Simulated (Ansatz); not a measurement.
Turn this script for the Ansatz DFT code, driven from Python into the input file that the command-line program reads.

The script, `cds_scf.py`:
```python
from pathlib import Path
import warnings

import ansatz as az
import numpy as np
from pymatgen.core import Structure
from pymatgen.symmetry.analyzer import SpacegroupAnalyzer


def main() -> None:
    warnings.simplefilter("ignore", az.DeckWarning)

    structure = (
        az.Lattice.of((4.16037, -0.04657, 0.02969), (-2.12051, 3.62795, 0.03371), (0.0482, 0.09103, 6.7392))
        .atom("Cd", (0.3453, 0.65359, 0.98236))
        .atom("Cd", (0.65965, 0.33507, 0.49743))
        .atom("S", (0.326, 0.67383, 0.38021))
        .atom("S", (0.65695, 0.31838, 0.87914))
    )

    setup = (
        structure.calculation()
        .functional("PBE")
        .occupations("fixed")
        .kpoints(3, 3, 2, center="monkhorst-pack")
        .scf(max_iterations=80, algorithm="density_mixing")
        .eigensolver("auto", full_accuracy=True)
        .mixing("anderson", ndim=6, beta=0.6)
        .density_of_states(energy_step=0.1)
        .band_table()
        .populations()
    )
    done = setup.run()
    data = done.report

    for key in ("converged", "n_iterations", "n_electrons", "n_kpoints", "n_pw", "n_symmetry_ops", "free_energy_ev", "fermi_energy_ev"):
        print(f"{key:18s} {data[key]}")

    dos = done.density_of_states()
    energy = np.asarray(dos.energies_ev) - dos.fermi_ev
    states, count = np.asarray(dos.spin_summed_g_bin_mean_per_ev), np.asarray(dos.spin_summed_integrated)
    g_fermi = float(np.interp(0.0, energy, states))
    print(f"g(E_F) = {g_fermi:.3f} states/eV per cell")
    for low, high in ((-10, -6), (-6, -3), (-3, 0), (0, 3)):
        print(f"states between {low} and {high} eV: {np.interp(high, energy, count) - np.interp(low, energy, count):.3f}")

    levels = np.array(data["eigenvalues_ev"])
    filled = round(data["n_electrons"] / 2)
    top, bottom = levels[:, filled - 1], levels[:, filled]
    print("top of band", filled, "at k =", data["kpoints_frac"][top.argmax()], f"{top.max():.4f} eV")
    print("bottom of band", filled + 1, "at k =", data["kpoints_frac"][bottom.argmin()], f"{bottom.min():.4f} eV")
    print(f"gap by band count {bottom.min() - top.max():.3f} eV, least direct gap {(bottom - top).min():.3f} eV")

    files = Path(done.write_results("tables"))
    print((files / "populations.tsv").read_text())

    final = Structure(done.lattice.cell_ang, [s.symbol for s in done.lattice.sites], [s.position_frac for s in done.lattice.sites])
    analyser = SpacegroupAnalyzer(final, symprec=0.01)
    standard = analyser.get_conventional_standard_structure()
    print(analyser.get_crystal_system(), analyser.get_space_group_symbol(), len(standard), "atoms in the conventional cell")
    print("a b c (A):", [round(x, 4) for x in standard.lattice.abc], " angles:", [round(x, 2) for x in standard.lattice.angles])
    print(f"mass density {float(final.density):.3f} g/cm^3")


if __name__ == "__main__":
    main()
```

```console
$ python cds_scf.py
converged          True
n_iterations       6
n_electrons        52.0
n_kpoints          9
n_pw               1953
n_symmetry_ops     1
free_energy_ev     -18315.42021079537
fermi_energy_ev    6.644437983748042
g(E_F) = 0.085 states/eV per cell
states between -10 and -6 eV: 20.000
states between -6 and -3 eV: 3.304
states between -3 and 0 eV: 8.694
states between 0 and 3 eV: 0.389
top of band 26 at k = [0.0, 0.0, 0.25] 6.6444 eV
bottom of band 27 at k = [0.0, 0.0, 0.25] 8.7092 eV
gap by band count 2.065 eV, least direct gap 2.065 eV
# site	symbol	l	j	q
# orbitals = lowdin
# n_electrons = 52.000000
# spilling = 0.007144
0	Cd	0_4S	-	1.996863
0	Cd	0_5S	-	0.748754
0	Cd	1_4P	-	5.999147
0	Cd	2_4D	-	9.978080
1	Cd	0_4S	-	1.996879
1	Cd	0_5S	-	0.752115
1	Cd	1_4P	-	5.999178
1	Cd	2_4D	-	9.979256
2	S	0_3S	-	1.878472
2	S	1_3P	-	5.216943
3	S	0_3S	-	1.868142
3	S	1_3P	-	5.214687

triclinic P1 4 atoms in the conventional cell
a b c (A): [4.1221, 4.1607, 6.74]  angles: [89.19, 91.76, 119.03]
mass density 4.749 g/cm^3
```

`input.yaml`:
```yaml
crystal:
  lattice:
    - [4.16037, -0.04657, 0.02969]
    - [-2.12051, 3.62795, 0.03371]
    - [0.0482, 0.09103, 6.7392]
  atoms:
    - { symbol: Cd, position: [0.3453, 0.65359, 0.98236] }
    - { symbol: Cd, position: [0.65965, 0.33507, 0.49743] }
    - { symbol: S, position: [0.326, 0.67383, 0.38021] }
    - { symbol: S, position: [0.65695, 0.31838, 0.87914] }
kpoints:
  mp_grid: { grid: [3, 3, 2], shift: [0.0, 0.0, 0.5] }
hamiltonian:
  xc: pbe
scf:
  max_iter: 80
  algorithm: density_mixing
  mixing: { algorithm: anderson, beta: 0.6, ndim: 6 }
  occupations: { method: fixed }
  eigensolver: { kind: auto, full_accuracy: true }
output:
  populations: true
  dos: { de: 0.1 }
  eigenvalues: true
```

On the command line:
```console
$ ansatz run input.yaml --threads 1 --pin off --max-ram 3072MiB --backend cpu --events-out ev --progress --plain --runs-dir out
Engine: ansatz 0.2.0, aarch64-unknown-linux-gnu
Pseudopotentials: kind: paw
Pseudopotential: Cd, paw, valence charge 20, recommended cutoff 420 eV (normal), Cd.paw.azcp
Pseudopotential: S, paw, valence charge 6, recommended cutoff 420 eV (normal), S.paw.azcp
Functional definition: PBE
  parameter kappa = 0.804
  parameter beta = 0.06672455060314922
  exchange = pbe_x(kappa = kappa, mu = beta*pi^2/3)
  correlation = pbe_c(beta = beta)
Crystal: 4 atoms, lattice volume = 101.030 Å³
Basis set: ecut = 420 eV, 1953 PW (Γ)
Bands: 32, of which v1, the nominal top of the filled ones, is band 26 counted from 1 (25 counted from 0)
Symmetry: 1 space group operations
Space group: P1 (ITA 1), of the structure as read, at distance tolerance 4.7e-5 Å
k-points: 9 of 18 (time reversal used)
Non-local potential: Cd, projectors of the file, l = 0: 3, l = 1: 2, l = 2: 2, l = 3: 1
Non-local potential: S, projectors of the file, l = 0: 2, l = 1: 2, l = 2: 2
PAW form: soft (Blöchl's): semilocal exchange-correlation on the pseudo side does not see the compensation charge
PAW one-centre angular grid: Cd, 590 points (default); XC on 64 Gauss nodes
PAW one-centre angular grid: S, 110 points (default); XC on 64 Gauss nodes
Initial density: superposition of atomic densities (neutral atoms: chi_scale 0, normalization atom), corrected by the library's trained network
Initial wavefunctions: pseudopotential atomic-orbital guess
Functional: x = pbe(κ = 0.804, μ = 0.2195149727645171), c = pbe(β = 0.06672455060314922)
SCF iter   1: F=—  HF=-18315.420546 eV  |F-HF|=—  |Δ(HF+E_count)|=         —  Δρ=1.51e-3  dr2=2.51e-3  ethr=1.00e-12  ⟨swp⟩=16.1  Hψ=3062  notcnv=0
preconditioner: auto → Resta (q_TF=auto, 2.442 Å⁻¹)  ε∞=4.6  [insulator: Δε(μ)=2.074 eV  Ē_g=11.626 eV  n_scr=22 (ndim 6)  ℏωp=22.2 eV  f_vac=0.129  ε∞_Penn≈4.6]
SCF iter   2: F=—  HF=-18315.420080 eV  |F-HF|=—  |Δ(HF+E_count)|=   4.66e-4  Δρ=6.14e-4  dr2=3.79e-4  ethr=1.00e-12  ⟨swp⟩=7.6  Hψ=1699  notcnv=0  κ⁻¹=1.0e0(r=1)
SCF iter   3: F=—  HF=-18315.420162 eV  |F-HF|=—  |Δ(HF+E_count)|=   8.25e-5  Δρ=1.89e-4  dr2=4.54e-5  ethr=1.00e-12  ⟨swp⟩=7.6  Hψ=1405  notcnv=0  κ⁻¹=6.5e-3(r=2)
SCF iter   4: F=—  HF=-18315.420202 eV  |F-HF|=—  |Δ(HF+E_count)|=   3.98e-5  Δρ=5.70e-5  dr2=4.99e-6  ethr=1.00e-12  ⟨swp⟩=7.0  Hψ=1233  notcnv=0  κ⁻¹=2.5e-4(r=3)
SCF iter   5: F=—  HF=-18315.420210 eV  |F-HF|=—  |Δ(HF+E_count)|=   7.77e-6  Δρ=1.75e-5  dr2=4.55e-7  ethr=1.00e-12  ⟨swp⟩=6.4  Hψ=1099  notcnv=0  κ⁻¹=6.0e-5(r=4)
SCF iter   6: F=-18315.420211 eV  HF=-18315.420211 eV  |F-HF|=1.57e-7  |Δ(HF+E_count)|=   9.45e-7  Δρ=7.62e-6  dr2=6.42e-8  ethr=1.00e-12  ⟨swp⟩=5.8  Hψ=1154  notcnv=0
SCF 1 converged in 6 iterations: F = -18315.420211 eV  dr2 = 6.42e-8
  greatest PAW one-centre occupation: 1.000 electrons in one spin orbital (limit 2), on the Cd atom at site 1 (counted from 0), in its partial waves of l = 0
SCF converged after 6 iterations
Stability not checked: this state was not tested for a lower state beside it, because the mixer in use, unlike msr1, does not test its closes by its own steps (another_mixer; see scf.mixing.algorithm and scf.lower_state_search)
Free energy (F): -18315.420211 eV
Harris-Foulkes:  -18315.420211 eV  (|F-HF|=1.57e-7)
Internal energy: -18315.420211 eV  (E = F + TS)
E sigma→0 (E₀):  -18315.420211 eV
Fermi energy:    6.644438 eV
--- Per-component energies (eV) ---
  E_band       = -1023.806147
  E_kinetic    = 1224.007303
  E_local      = -8098.327115  (includes V_loc(G=0)·N_el)
  E_nonlocal   = 124.397229
  E_hartree    = 3717.566255
  E_xc         = -547.730958
  E_vxc        = -618.126985  (∫ρ·V_xc dr)
  E_paw        = -9367.768781  (= ΣΔE_a)
  E_vpaw       = -1090.885193  (= ΣTr[D̂ρ^β])
  E_aug_tail   = 0.000031  (compensation charges beyond the density's cutoff)
  E_ewald      = -5367.564174
  E_smearing   = -0.000000  (= −TS)
  E_closure    = -0.000000  (closes the sum)
  Σ components = -18315.420211   (vs F -18315.420211, Δ=0.00e0)
--- Band table (eV; the first three rows and the last of 9) ---
  k-point 0: bands = ["-94.7084", "-94.5322", "-55.7893", "-55.7815", "-55.7739", "-55.6135", "-55.6024", "-55.5999", "-5.6117", "-5.1324", "-1.1481", "-1.0734", "-0.9038", "-0.8867", "-0.8534", "-0.6396", "-0.6227", "-0.4604", "-0.4570", "-0.3702", "3.1467", "5.7157", "5.9562", "6.1575", "6.5682", "6.6444", "8.7092", "9.4025", "12.9294", "13.1270", "13.1559", "13.6876"]
  k-point 1: bands = ["-94.7084", "-94.5322", "-55.7894", "-55.7816", "-55.7741", "-55.6134", "-55.6027", "-55.6000", "-5.3615", "-4.9549", "-0.9786", "-0.9097", "-0.8323", "-0.7389", "-0.6851", "-0.6206", "-0.5729", "-0.5004", "-0.4348", "-0.1089", "2.9461", "3.5831", "4.4935", "5.2210", "5.9227", "6.0283", "10.0231", "10.6574", "12.0731", "12.5447", "13.9302", "14.2454"]
  k-point 2: bands = ["-94.7084", "-94.5322", "-55.7894", "-55.7816", "-55.7741", "-55.6134", "-55.6027", "-55.6000", "-5.3571", "-4.9597", "-0.9814", "-0.9209", "-0.7754", "-0.7506", "-0.6979", "-0.6463", "-0.6031", "-0.4410", "-0.4382", "-0.1361", "2.9225", "3.6089", "4.6110", "5.2042", "5.8860", "5.9525", "9.9462", "10.7647", "12.1106", "12.3970", "14.0521", "14.2742"]
  k-point 8: bands = ["-94.7084", "-94.5322", "-55.7893", "-55.7816", "-55.7741", "-55.6134", "-55.6025", "-55.6002", "-5.3614", "-4.9626", "-0.9652", "-0.9088", "-0.7894", "-0.7655", "-0.6996", "-0.6599", "-0.6042", "-0.4552", "-0.4400", "-0.1236", "2.9255", "3.5738", "4.5103", "5.2730", "5.9251", "5.9951", "10.0315", "10.8938", "12.0471", "12.2948", "14.1088", "14.3466"]
--- Löwdin populations: 4 sites ---
  site symbol       q [e]
     0     Cd     18.7228
     1     Cd     18.7274
     2      S      7.0954
     3      S      7.0828
  spilling = 0.007144 (of n_electrons = 52.000000)
```

Notes:
- These settings explore the input space; cutoff and mesh may be short of convergence.
- Semilocal gaps usually lie well under measured ones.
- The Fermi level of a run with fixed occupations marks the highest occupied state on its mesh, not mid-gap.
- Energy and stress may still move on a finer k-point mesh.
- Only differences from the Fermi energy are physical; the zero of the scale is a convention.
- This mesh misses the zone centre, where many direct gaps lie, so the gap can be several times too large.
- The crystal has a gap of about 2.06 eV on the mesh; bins of finite width blur the band edges.
- The cell is a database structure, distorted on purpose.
- Gaps and levels are Kohn-Sham values on a finite set of k-points, without spin-orbit coupling.
- The computed bands are complete only to about 7.0 eV above the Fermi level; beyond that the density of states is undercounted.
- It ran for 5.1 s on 1 thread of Arm Neoverse V2 (shared host), peak memory 0.4 GiB.

(Lines on the test bed's own set-up are left out of the output.)
